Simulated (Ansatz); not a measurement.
# Molecular dynamics of TiO2

input.yaml

```yaml
accuracy: low
crystal:
  lattice:
    - [3.919671, 0.0, 0.0]
    - [0.0, 3.919671, 0.0]
    - [0.0, 0.0, 9.888211]
  atoms:
    - { symbol: Ti, position: [-0.21307864, -0.09523983, -0.01863386] }
    - { symbol: Ti, position: [0.0509827, 0.46996555, 0.21832658] }
    - { symbol: O, position: [-0.10356231, -0.03793564, 0.17571593] }
    - { symbol: O, position: [-0.11223371, 0.37557252, 0.41922603] }
    - { symbol: O, position: [-0.14600936, 0.46461169, -0.01106571] }
    - { symbol: O, position: [-0.12851062, -0.03124552, 0.76571145] }
    - { symbol: Ti, position: [0.33363484, 0.4050666, 0.46692989] }
    - { symbol: Ti, position: [0.46695407, -0.07680964, 0.72448615] }
    - { symbol: O, position: [0.35978477, 0.47139263, 0.71324148] }
    - { symbol: O, position: [0.33597716, 0.05954915, 0.94594316] }
    - { symbol: O, position: [0.2907711, -0.02591436, 0.50139303] }
    - { symbol: O, position: [0.52423623, 0.5258597, 0.2109376] }
basis:
  ecutwfc: 420.0
kpoints:
  mp_grid: { grid: [3, 3, 1] }
hamiltonian:
  xc: pbe
  dispersion: d3bj
  pseudopotentials: { kind: paw, azcp: { folder: soft_1 } }
scf:
  occupations: { method: fermi_dirac, width: 0.36 }
  lower_state_search: "off"
md:
  timestep: 0.75
  n_steps: 240
  ensemble: npt_langevin
  temperature: 2940.0
  initial_velocities: maxwell_boltzmann
  seed: 560617
  friction: 0.05
  pressure: 0.0
  fix_cell: [shape]
```

Command:

```bash
$ ansatz run input.yaml --threads 1 --pin off --max-ram 3072MiB --backend cpu --events-out ev --progress --plain --runs-dir out
```

It goes on from the last frame of an earlier run, with new velocities.

Output, in part (step lines):

```
md step     0: t =     0.00 fs  T =  2695.0 K  F+E_penalty+E_count = -14551.11275673 eV  E_kin = 4.180268 eV  conserved = -14548.20515426 eV  P_inst = -5.9671 GPa  V = 151.9207 Å³  selection 1  (11 SCF iters)
md step     1: t =     0.75 fs  T =  2800.2 K  F+E_penalty+E_count = -14551.10125160 eV  E_kin = 4.343458 eV  conserved = -14548.20538111 eV  P_inst = -6.2111 GPa  V = 151.9242 Å³  selection 1  (8 SCF iters)
md step     2: t =     1.50 fs  T =  2658.9 K  F+E_penalty+E_count = -14551.08944871 eV  E_kin = 4.124243 eV  conserved = -14548.20498784 eV  P_inst = -6.6659 GPa  V = 151.9118 Å³  selection 1  (9 SCF iters)
md step     3: t =     2.25 fs  T =  2608.8 K  F+E_penalty+E_count = -14551.08040321 eV  E_kin = 4.046534 eV  conserved = -14548.20483086 eV  P_inst = -6.8617 GPa  V = 151.8841 Å³  selection 1  (9 SCF iters)
md step     4: t =     3.00 fs  T =  2447.9 K  F+E_penalty+E_count = -14551.07460050 eV  E_kin = 3.797001 eV  conserved = -14548.20479215 eV  P_inst = -6.9499 GPa  V = 151.8525 Å³  selection 1  (8 SCF iters)
md step     5: t =     3.75 fs  T =  1887.2 K  F+E_penalty+E_count = -14551.06430178 eV  E_kin = 2.927323 eV  conserved = -14548.20403938 eV  P_inst = -7.3474 GPa  V = 151.7710 Å³  selection 1  (7 SCF iters)
md step     6: t =     4.50 fs  T =  2031.4 K  F+E_penalty+E_count = -14551.05650661 eV  E_kin = 3.150989 eV  conserved = -14548.20397666 eV  P_inst = -6.8744 GPa  V = 151.6268 Å³  selection 1  (7 SCF iters)
md step     7: t =     5.25 fs  T =  2036.8 K  F+E_penalty+E_count = -14551.06598602 eV  E_kin = 3.159334 eV  conserved = -14548.20398450 eV  P_inst = -6.4611 GPa  V = 151.4129 Å³  selection 1  (7 SCF iters)
[... lines left out ...]
```

The steps, from the saved trajectory:

| time (fs) | T (K) | potential energy less start (eV) | conserved less start (meV/atom) | P (GPa) | volume (Å³) |
| --- | --- | --- | --- | --- | --- |
| 0 | 2695 | 0.000 | 0.00 | -6.0 | 151.9 |
| 6 | 2250 | 0.026 | 0.11 | -5.8 | 151.2 |
| 12 | 2634 | -0.533 | 0.05 | -3.5 | 149.2 |
| 18 | 2204 | -1.207 | 0.13 | -2.9 | 146.8 |
| 24 | 2840 | -2.420 | -0.02 | -0.3 | 143.5 |
| 30 | 3531 | -2.454 | -0.14 | 6.1 | 141.3 |
| 36 | 2146 | -1.634 | 0.20 | 11.6 | 138.7 |
| 42 | 3731 | -2.623 | -0.12 | 10.9 | 137.2 |
| 48 | 3092 | -2.378 | 0.01 | 7.0 | 137.7 |
| 54 | 2972 | -2.241 | -0.03 | 6.4 | 138.0 |
| 60 | 2688 | -2.286 | 0.01 | 4.2 | 138.2 |
| 66 | 2847 | -2.239 | 0.04 | 5.9 | 138.0 |
| 72 | 1585 | -1.868 | 0.15 | 6.3 | 138.7 |
| 78 | 2478 | -2.866 | -0.10 | 4.2 | 139.3 |
| 84 | 3022 | -3.690 | -0.08 | 1.8 | 140.7 |
| 90 | 3067 | -3.723 | -0.04 | 2.6 | 141.5 |
| 96 | 1928 | -3.417 | -0.05 | 1.3 | 142.1 |
| 102 | 2407 | -3.236 | -0.03 | -1.8 | 143.4 |
| 108 | 3068 | -3.291 | -0.05 | -2.2 | 144.3 |
| 114 | 2792 | -3.851 | -0.12 | -4.4 | 145.6 |
| 120 | 3220 | -3.591 | -0.21 | -2.3 | 146.9 |
| 126 | 2237 | -2.415 | -0.18 | 0.6 | 149.5 |
| 132 | 2066 | -1.987 | 0.01 | -0.7 | 151.7 |
| 138 | 2638 | -2.726 | -0.15 | -6.0 | 152.6 |
| 144 | 4188 | -2.733 | -0.12 | -9.7 | 154.0 |
| 150 | 3012 | -2.138 | -0.03 | -12.8 | 155.7 |
| 156 | 2731 | -1.473 | -0.10 | -12.2 | 156.4 |
| 162 | 3318 | -1.474 | -0.18 | -9.2 | 157.1 |
| 168 | 3075 | -1.517 | -0.15 | -4.0 | 156.1 |
| 174 | 3840 | -1.671 | -0.34 | 0.8 | 154.8 |
| 180 | 3647 | -1.159 | -0.33 | 1.1 | 153.9 |

All steps were run. The conserved energy stayed within 0.39 meV per atom of its start (net change -0.33 meV per atom), so the integration is sound. A run of 0.18 ps of so small a system gives no equilibrium averages. Limits of this set-up: coarse k mesh, low accuracy level. The cell's volume went from 152 to 154 Å³.

Mean squared displacements from the first frame to the last, about the centre of mass, the cell's change included: Ti 0.20 Å², O 0.33 Å².

Last frame:

```xyz
12
Lattice="3.9369 0.0000 0.0000 0.0000 3.9369 0.0000 0.0000 0.0000 9.9316" Properties=species:S:1:pos:R:3
Ti -0.767 -1.220 -0.378
Ti 0.228 1.222 1.940
O 0.311 -1.094 1.864
O 0.319 1.640 4.403
O -0.287 1.191 0.218
O -0.374 -0.612 7.884
Ti 1.999 1.324 4.549
Ti 1.714 -0.490 7.101
O 1.766 1.583 6.739
O 1.358 -0.407 9.456
O 2.106 -0.338 5.343
O 2.415 1.203 2.501
```

Run time: 18 min on 1 thread of Arm Neoverse V2 (shared host), peak memory 0.51 GiB.
